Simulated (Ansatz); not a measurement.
Input and command of a calculation in Ansatz (plane waves; scalar-relativistic PAW potentials unless the input names others):

```yaml
crystal:
  lattice:
    - [0.0, 2.0040367592, 2.0040367592]
    - [2.0040367592, 0.0, 2.0040367592]
    - [2.0040367592, 2.0040367592, 0.0]
  atoms:
    - { symbol: B, position: [0.0, 0.0, 0.0] }
    - { symbol: "N", position: [0.75, 0.75, 0.75] }
basis:
  ecutwfc: 420
kpoints:
  mp_grid: { grid: [10, 10, 10] }
hamiltonian:
  xc: pbesol
scf:
  occupations: { method: gaussian, width: 0.02 }
  mixing: { algorithm: broyden, beta: 0.05 }
output:
  forces: true
  eigenvalues: true
  stress: true
```

```bash
ansatz run input.yaml --threads 1 --pin off --max-ram 1331MiB --backend cpu --events-out ev --progress --plain --runs-dir out
```

Abridged log:
```
Pseudopotentials: kind: paw
Pseudopotential: B, paw, valence charge 3, recommended cutoff 420 eV (normal)
Pseudopotential: N, paw, valence charge 5, recommended cutoff 420 eV (normal)
Functional definition: PBEsol
Crystal: 2 atoms, lattice volume = 16.097 Å³
Basis set: ecut = 420 eV, 331 PW (Γ), exchange–correlation on 40×40×40 points (8 copies of the dense FFT grid, shifted against one another)
Bands: 8, of which v1, the nominal top of the filled ones, is band 4 counted from 1 (3 counted from 0)
Symmetry: 24 space group operations
Space group: F-43m (ITA 216), of the structure as read, at distance tolerance 2.5e-5 Å
k-points: 47 of 1000 (time reversal used)
Initial density: superposition of atomic densities (neutral atoms: chi_scale 0, normalization atom), corrected by the library's trained network
Initial wavefunctions: pseudopotential atomic-orbital guess
Functional: x = pbesol(κ = 0.804, μ = 0.12345679), c = pbesol(β = 0.046)
SCF iter   1: F=—  HF=-532.654367 eV  |F-HF|=—  |Δ(HF+E_count)|=         —  Δρ=8.98e-3  dr2=1.16e-2  ethr=1.77e-3  ⟨swp⟩=4.7  Hψ=2337  notcnv=0
SCF iter   2: F=—  HF=-532.653154 eV  |F-HF|=—  |Δ(HF+E_count)|=   1.21e-3  Δρ=7.77e-3  dr2=8.66e-3  ethr=1.45e-4  ⟨swp⟩=1.0  Hψ=752  notcnv=0  κ⁻¹=1.0e0(r=1)
SCF iter   3: F=—  HF=-532.651055 eV  |F-HF|=—  |Δ(HF+E_count)|=   2.10e-3  Δρ=2.04e-3  dr2=6.15e-4  ethr=1.08e-4  ⟨swp⟩=2.9  Hψ=712  notcnv=0  κ⁻¹=2.4e-4(r=2)
SCF iter   4: F=—  HF=-532.651075 eV  |F-HF|=—  |Δ(HF+E_count)|=   1.99e-5  Δρ=2.22e-3  dr2=7.28e-4  ethr=7.68e-6  ⟨swp⟩=1.0  Hψ=376  notcnv=0  κ⁻¹=4.9e-5(r=3)
SCF iter   5: F=—  HF=-532.650981 eV  |F-HF|=—  |Δ(HF+E_count)|=   9.39e-5  Δρ=4.28e-4  dr2=1.93e-5  ethr=7.68e-6  ⟨swp⟩=2.6  Hψ=733  notcnv=0  κ⁻¹=3.0e-7(r=4)
SCF iter   6: F=—  HF=-532.650982 eV  |F-HF|=—  |Δ(HF+E_count)|=   8.28e-7  Δρ=4.23e-4  dr2=1.88e-5  ethr=2.41e-7  ⟨swp⟩=1.0  Hψ=376  notcnv=0  κ⁻¹=1.9e-8(r=5)
SCF iter   7: F=—  HF=-532.650980 eV  |F-HF|=—  |Δ(HF+E_count)|=   1.86e-6  Δρ=3.34e-4  dr2=1.39e-5  ethr=2.35e-7  ⟨swp⟩=1.0  Hψ=376  notcnv=0  κ⁻¹=6.8e-9(r=6)
SCF iter   8: F=-532.650974 eV  HF=-532.650974 eV  |F-HF|=1.13e-8  |Δ(HF+E_count)|=   6.24e-6  Δρ=2.78e-5  dr2=4.63e-8  ethr=1.25e-9  ⟨swp⟩=4.3  Hψ=2167  notcnv=0
SCF 1 converged in 8 iterations: F = -532.650974 eV  dr2 = 4.63e-8
SCF converged after 8 iterations
Stability not checked: this state was not tested for a lower state beside it, because the mixer in use, unlike msr1, does not test its closes by its own steps (another_mixer; see scf.mixing.algorithm and scf.lower_state_search)
Free energy (F): -532.650974 eV
Harris-Foulkes:  -532.650974 eV  (|F-HF|=1.13e-8)
Internal energy: -532.650974 eV  (E = F + TS)
E sigma→0 (E₀):  -532.650974 eV
Fermi energy:    8.712124 eV
--- Forces (eV/Å), atoms counted from 1 ---
  atom   1  B      0.00000000     0.00000000     0.00000000
  atom   2  N      0.00000000     0.00000000     0.00000000
--- Stress (GPa, compression-positive) ---
      -67.441743       0.000000       0.000000
        0.000000     -67.441743       0.000000
        0.000000       0.000000     -67.441743
  P = ⅓ Tr σ = -67.4417 GPa (-674.417 kbar)
```

Apart from outputs and empty bands, the input differs from a reference run on usual settings in scf.mixing.algorithm: not typed → "broyden"; scf.mixing.beta: not typed → 0.05. The reference, at the same geometry (not necessarily relaxed), gave pressure -67.44 GPa, largest force 0.000 eV/Å, gap on the mesh 3.90 eV. This run converged in 8 SCF iterations (reference: 6) with an energy at zero smearing within 0.01 meV/atom of the reference's, pressure -67.44 GPa, largest force 0.000 eV/Å, gap on the mesh 3.90 eV.